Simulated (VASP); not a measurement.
**SiC (rocksalt): one r²SCAN single-point calculation in two programs**

```
CELL_PARAMETERS angstrom
0.00000 2.01387 2.01387
2.01387 0.00000 2.01387
2.01387 2.01387 0.00000
ATOMIC_POSITIONS crystal
Si 0.00000 0.00000 0.00000
C 0.50000 0.50000 0.50000
```

The two codes use different PAW datasets and cutoffs. VASP's cell holds 8 valence electrons and Ansatz's 8. Ansatz's stress includes a Pulay correction; VASP's doesn't.

Cutoffs: 520 eV in VASP, 500 eV in Ansatz. k meshes: 10×10×10 and 10×10×10.

|  | VASP | Ansatz |
| --- | --- | --- |
| gap between bands v and c | -0.69 eV (bands overlap: a metal) | -0.68 eV (bands overlap: a metal) |
| least direct gap | 4.00 eV | 4.00 eV |
| pressure | 0.3 GPa | 0.0 GPa |

Band v is the last that the valence electrons fill when counted band by band, and c is the next. Levels in eV from the top of v, Ansatz:

| point | v−1 | v | c | c+1 |
| --- | --- | --- | --- | --- |
| Γ | -0.07 | -0.07 | 8.34 | 9.31 |
| X | -4.69 | -4.69 | -0.68 | 2.82 |
| W | -8.44 | -7.48 | 5.12 | 8.56 |
| K | -8.87 | -3.81 | 1.50 | 8.12 |
| L | -1.26 | -1.26 | 5.67 | 5.67 |

VASP:

```csv
point,v−1,v,c,c+1
Γ,-0.07,-0.07,8.35,9.34
X,-4.69,-4.69,-0.69,2.83
W,-8.45,-7.48,5.11,8.55
K,-8.87,-3.82,1.50,8.13
L,-1.26,-1.26,5.66,5.66
```
